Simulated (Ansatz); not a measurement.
# Cd: a listed cell, distorted in several ways

How do energy, forces, pressure and gap of Cd change under random distortions, further strains and shifts, distortions that keep the symmetry, other functionals? Each case is one self-consistent run.

Computed with Ansatz 0.2.0 (DFT PBE, scalar-relativistic, plane waves, PAW, unless a step's input says otherwise).

1 further run of the same task is left out (set aside as unsound or not needed).

## 1. The starting structure

Symmetry: P6_3/mmc, No. 194, hexagonal system. Conventional cell: a = 2.979 Å, b = 2.979 Å, c = 5.618 Å, α = 90.00°, β = 90.00°, γ = 120.00°. Cd (site symmetry -6m2) is surrounded by 12 Cd at 2.98 to 3.29 Å.

Structure file:

```cif
data_structure
_symmetry_space_group_name_H-M 'P6_3/mmc'
_symmetry_Int_Tables_number 194
_cell_length_a 2.9789
_cell_length_b 2.9789
_cell_length_c 5.6177
_cell_angle_alpha 90.000
_cell_angle_beta 90.000
_cell_angle_gamma 120.000
_cell_volume 43.17
loop_
_atom_site_label
_atom_site_type_symbol
_atom_site_symmetry_multiplicity
_atom_site_Wyckoff_symbol
_atom_site_fract_x
_atom_site_fract_y
_atom_site_fract_z
_atom_site_occupancy
Cd1 Cd 2 c 0.33333 0.66667 0.25000 1
```

The structure comes from the Crystallography Open Database.

## 2. Random moves and strain, cell strained

Against the listed cell: strain xx, yy, zz, yz, xz, xy = -0.6, +0.1, +2.5, +3.0, -1.2, -2.9 %; atoms moved by 0.25 Å root mean square, at most 0.25 Å.

File input.yaml:

```yaml
crystal:
  lattice:
    - [2.9606715971, -0.0862085704, -0.0372359064]
    - [-1.5549946105, 2.6244314194, 0.0960113312]
    - [-0.070220625, 0.1685295, 5.75584419]
  atoms:
    - { symbol: Cd, position: [0.3733737312, 0.684683712, 0.2905116018] }
    - { symbol: Cd, position: [0.6266262688, 0.315316288, 0.7094883982] }
basis:
  ecutwfc: 420
kpoints:
  mp_grid: { grid: [14, 14, 6] }
hamiltonian:
  xc: pbe
scf:
  occupations: { method: gaussian, width: 0.1 }
output:
  forces: true
  stress: true
  eigenvalues: true
  populations: true
```

The run is started by

```
ansatz run input.yaml --threads 1 --pin off --max-ram 1331MiB --backend cpu --events-out ev --progress --plain --runs-dir out
```

## 3. A distortion that keeps the symmetry

File input.yaml:

```yaml
crystal:
  lattice:
    - [2.9069029483, 0.0, 0.0]
    - [-1.4534514741, 2.5174517995, 0.0]
    - [0.0, 0.0, 5.650457076]
  atoms:
    - { symbol: Cd, position: [0.3333333333, 0.6666666667, 0.25] }
    - { symbol: Cd, position: [0.6666666667, 0.3333333333, 0.75] }
basis:
  ecutwfc: 420
kpoints:
  mp_grid: { grid: [18, 18, 8] }
hamiltonian:
  xc: pbe
scf:
  occupations: { method: gaussian, width: 0.1 }
output:
  forces: true
  stress: true
  eigenvalues: true
```

## 4. A change within a subgroup

File input.yaml:

```yaml
crystal:
  lattice:
    - [3.023525807, 0.0014298588, 0.0]
    - [-1.5105246094, 2.6163163498, 0.0]
    - [0.0, 0.0, 5.7845503815]
  atoms:
    - { symbol: Cd, position: [0.3217044314, 0.6608522158, 0.25] }
    - { symbol: Cd, position: [0.6782955686, 0.3391477842, 0.75] }
basis:
  ecutwfc: 420
kpoints:
  mp_grid: { grid: [14, 14, 6] }
hamiltonian:
  xc: pbe
scf:
  occupations: { method: gaussian, width: 0.1 }
output:
  forces: true
  stress: true
  eigenvalues: true
```

## 5. Another functional, on a distorted cell: LDA

File input.yaml:

```yaml
crystal:
  lattice:
    - [2.8862891505, 0.0, 0.0]
    - [-1.4431445752, 2.499599727, 0.0]
    - [0.0, 0.0, 5.443053438]
  atoms:
    - { symbol: Cd, position: [0.3333333333, 0.6666666667, 0.25] }
    - { symbol: Cd, position: [0.6666666667, 0.3333333333, 0.75] }
basis:
  ecutwfc: 420
kpoints:
  mp_grid: { grid: [18, 18, 8] }
hamiltonian:
  xc: lda
scf:
  occupations: { method: gaussian, width: 0.1 }
output:
  forces: true
  stress: true
  eigenvalues: true
  populations: true
```

## 6. A change within the space group

Edit input.yaml of step 5 so:

```diff
@@ -2,5 +2,5 @@
   lattice:
-    - [2.8862891505, 0.0, 0.0]
-    - [-1.4431445752, 2.499599727, 0.0]
-    - [0.0, 0.0, 5.443053438]
+    - [2.8700245067, 0.0, 0.0]
+    - [-1.4350122533, 2.4855141322, 0.0]
+    - [0.0, 0.0, 5.496645819]
   atoms:
@@ -13,3 +13,3 @@
 hamiltonian:
-  xc: lda
+  xc: pbe
 scf:
@@ -20,2 +20 @@
   eigenvalues: true
-  populations: true
```

## 7. Random moves and strain, cell strained

File input.yaml:

```yaml
crystal:
  lattice:
    - [3.0857544537, -0.0121240111, -0.0016085912]
    - [-1.5533769284, 2.7227759556, 0.0130582471]
    - [-0.003033531, 0.0266838375, 5.843928942]
  atoms:
    - { symbol: Cd, position: [0.3380441272, 0.6779815882, 0.2511268057] }
    - { symbol: Cd, position: [0.6619558728, 0.3220184118, 0.7488731943] }
basis:
  ecutwfc: 420
kpoints:
  mp_grid: { grid: [14, 14, 6] }
hamiltonian:
  xc: pbe
scf:
  occupations: { method: gaussian, width: 0.1 }
output:
  forces: true
  stress: true
  eigenvalues: true
```

## 8. A change within the space group

File input.yaml:

```yaml
crystal:
  lattice:
    - [3.0441693935, 0.0, 0.0]
    - [-1.5220846967, 2.6363280281, 0.0]
    - [0.0, 0.0, 6.077847888]
  atoms:
    - { symbol: Cd, position: [0.3333333333, 0.6666666667, 0.25] }
    - { symbol: Cd, position: [0.6666666667, 0.3333333333, 0.75] }
basis:
  ecutwfc: 420
kpoints:
  mp_grid: { grid: [18, 18, 8] }
hamiltonian:
  xc: pbe
scf:
  occupations: { method: gaussian, width: 0.1 }
output:
  forces: true
  stress: true
  eigenvalues: true
```

## 9. Random moves and strain, cell strained

File input.yaml:

```yaml
crystal:
  lattice:
    - [2.9856345487, -0.0893661752, -0.0390232299]
    - [-1.5702106523, 2.631453556, 0.0817358908]
    - [-0.073591215, 0.135497718, 5.6524232535]
  atoms:
    - { symbol: Cd, position: [0.3327700707, 0.6738184414, 0.2464059705] }
    - { symbol: Cd, position: [0.6672299293, 0.3261815586, 0.7535940295] }
basis:
  ecutwfc: 420
kpoints:
  mp_grid: { grid: [14, 14, 8] }
hamiltonian:
  xc: pbe
scf:
  occupations: { method: gaussian, width: 0.1 }
output:
  forces: true
  stress: true
  eigenvalues: true
```

Q: Predict the outcome of this session. Wanted: for each run, case; energy; pressure; largest force.

As calculated:

```
step                                          case  energy (meV/atom)  pressure (GPa)  largest force (eV/Å)  gap on the mesh (eV)
   2        random moves and strain, cell strained               +0.0             6.3                  1.14                  0.00
   3          a distortion that keeps the symmetry             -98.3*             6.5                  0.00                  0.00
   4                    a change within a subgroup             -130.8             0.1                  0.01                  0.00
   5  another functional, on a distorted cell: LDA                n/a             1.6                  0.00                  0.00
   6               a change within the space group             -45.1*            11.1                  0.00                  0.00
   7        random moves and strain, cell strained             -116.0            -2.3                  0.02                  0.00
   8               a change within the space group            -129.4*            -2.0                  0.00                  0.00
   9        random moves and strain, cell strained            -120.2*             2.9                  0.10                  0.00
```

Energies are counted from step 2, with the smearing taken to zero; a star marks another k mesh, which can shift energies by itself, so starred rows don't rank against the others. Other atoms or functionals have another zero of energy (n/a). A gap of 0.00 means none on the mesh at this level.

Among the distorted cells of the listed formula and level the largest force, 1.14 eV/Å, comes in step 2, shared by 2 atoms. The pressure is 11.1 GPa in the smallest cell and -2.3 GPa in the largest; between them shape and moved atoms count too. The distorted cells of the listed formula and level show no gap on the mesh.
